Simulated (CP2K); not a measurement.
Crystal: BP.

```
P B
1.0
     3.20885    0.00000    0.00000
     1.60443    2.77895    0.00000
     1.60443    0.92632    2.62002
P B
1 1
Cartesian
  4.8133 2.7789 1.9650
  0.0000 0.0000 0.0000
```

Program: CP2K 2026.2. Alike in all runs: task band structure; no spin polarisation; cell as given; k mesh 10 × 10 × 10.

Task: Order these runs on this cell by their band gap on the k mesh, lowest first.
A. level r2SCAN; potentials or basis POTENTIAL_UZH P GTH-SCAN-q5, B GTH-SCAN-q3; TZVP-MOLOPT-SCAN-GTH basis; smearing fermi-dirac 0.05 eV; EPS_DEFAULT 1.0E-10; NGRIDS 5; points a segment of the path (NPOINTS) 10; bands added on the path 2; CUTOFF of the grids 675 Ry
B. level TB-mBJ; potentials or basis POTENTIAL_UZH P GTH-PBE-q5, B GTH-PBE-q3; TZVP-MOLOPT-PBE-GTH basis; smearing fermi-dirac 0.0259 eV; EPS_DEFAULT 1.0E-9; NGRIDS 4; points a segment of the path (NPOINTS) 8; bands added on the path 4; CUTOFF of the grids 675 Ry
C. level LDA; potentials or basis GTH_POTENTIALS P GTH-PADE-q5, B GTH-PADE-q3; TZVP-MOLOPT-PBE-GTH basis; smearing fermi-dirac 0.1 eV; EPS_DEFAULT 1.0E-9; NGRIDS 4; points a segment of the path (NPOINTS) 8; bands added on the path 6; CUTOFF of the grids 450 Ry

Result: C (1.31 eV), A (1.52 eV), B (1.67 eV).

Caveats: the basis of atomic orbitals isn't converged, which shifts pressures, moduli and gaps; this is a model potential without an energy functional, so only levels have meaning (some runs).

A k mesh can miss the band edges.

Not every run made on this cell is shown here.
